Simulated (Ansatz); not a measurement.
## SnO: how the axes shrink under pressure

SnO, P4/nmm, a = 3.805 Å, c = 4.753 Å. Ansatz: PBEsol, PAW, 420 eV, Γ-centred 12×12×10 mesh on 4 atoms, Gaussian smearing 0.10 eV; no spin polarisation. Cell and atoms are relaxed at each pressure, and no other structure is tried, so the rows at high pressure may lie past a change of phase. y = 100 ln(c/c0) with c0 = 4.7534 Å, so nearly a change in per cent. The pressures are the targets, met within 0.03 GPa.

| P (GPa) | y | 100 ln(a/a0) |
| --- | --- | --- |
| -1.0 | 2.53 | 0.40 |
| 0.0 | 0.00 | 0.00 |
| 1.0 | -2.04 | -0.37 |
| 4.0 | -5.90 | -1.54 |
| 12.0 | -11.21 | -3.52 |
| 25.0 | -15.50 | -6.09 |
| 50.0 | ? | ? |
| 90.0 | -25.93 | -11.82 |

Fit y = c1 P + c2 P² to the other rows, give the linear compressibility along c, and predict the missing y.

Least squares on the rows shown. y = −0.84880 P + 0.0062424 P². The linear compressibility along c is −c1/100 = 8.49 per TPa, against 2.98 along a from the same fit to the last column (its missing entry is -8.95): the crystal is softer along c at low pressure. The runs next to zero pressure give 23.29 and 3.90, so a parabola over the whole range misstates the start. With a term in P³ added, the coefficient of P becomes -1.447, 71 % more, which shows how far this figure hangs on the form. At P = 50.0 the fit asked for gives -26.83. The run gave -20.74, so the fit is 6.09 too low, 21 % of the span of the series, against an rms of 1.73 on the fitted rows. With a term in P³ added, a fit to the same known rows predicts -8.61, which misses by about as much or more on the other side: the known rows don't fix the higher terms. The parabola turns at P = 68.0, between the two outer rows, which can neither show nor exclude a turn there.

The mesh isn't the same in all rows (12×12×10, 12×12×12).